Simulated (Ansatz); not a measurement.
C, DFT, PBE, all-electron PAW with datasets made for the crystal, scalar-relativistic (Ansatz 0.2.0), run on 1 thread of Arm Neoverse V1 on a shared host.

The cell is COD entry 9008564, as deposited and not checked against the literature; nothing was relaxed. The listed cell was then made from it by scaling, straining or moving an atom.

Command: `ansatz run input.yaml --threads 1 --pin off --max-ram 2048MiB --backend cpu --events-out ev --progress --plain --runs-dir out`

```yaml
crystal:
  lattice:
    - [0.0, 1.7531670408, 1.7531670408]
    - [1.7531670408, 0.0, 1.7531670408]
    - [1.7531670408, 1.7531670408, 0.0]
  atoms:
    - { symbol: C, position: [0.5, 0.5, 0.5] }
    - { symbol: C, position: [0.75, 0.75, 0.75] }
kpoints:
  mp_grid: { grid: [20, 20, 20] }
scf:
  occupations: { method: fermi_dirac, width: 0.08 }
hamiltonian:
  xc: pbe
  pseudopotentials: { kind: all_electron, datasets: crystal }
output:
  forces: true
  stress: true
  eigenvalues: true
  efg: { contact_densities: true }
```

**Question.** How large is the problem that the program sets up?

**Answer.** 256 irreducible k-points, 331 plane waves at Γ, 8 bands.

**Question.** About how long does it take?

**Answer.** 9 s of wall time for 6 SCF iterations. Times on shared machines scatter by tens of per cent.

**Question.** And the same cell and mesh by full-potential LAPW, asked for forces, stress, eigenvalues, on the same hardware?

**Answer.** 14 s.
